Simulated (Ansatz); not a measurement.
CsI:

```
Cs I
1.0
     4.56670    0.00000    0.00000
     0.00000    4.56670    0.00000
     0.00000    0.00000    4.56670
Cs I
1 1
Direct
  0.00000 0.00000 0.00000
  0.50000 0.50000 0.50000
```

Base run:

| Property | Result |
| --- | --- |
| Program | Ansatz 0.2.0 |
| Functional | revPBE |
| Potentials or basis | Ansatz PAW |
| Cutoff | 420 eV (not typed: the program's choice for these potentials) |
| k mesh | 6 × 6 × 6 |
| Occupations | fermi-dirac, width 0.05 eV |
| Spin | no spin polarisation |

Its results: band gap on the k mesh 4.11 eV, indirect (least direct gap 4.20 eV); pressure 1.7 GPa.

Task: The run is repeated on the same cell with these changes: functional from revPBE to LDA; spin from no spin polarisation to spin-orbit coupling, no magnetisation; potential files from those of the base run to others of the same set. What comes out?

Result: Band gap on the k mesh 3.28 eV, direct; pressure -1.4 GPa.

Several settings changed at once, so the effect can't be laid on one alone.

Caveats: the PAW data sets come from PBE, with cores solved anew for the run's functional, which leaves a small shift of forces and pressure; spin-orbit coupling is left out, which moves the levels of the heavy elements (some runs).
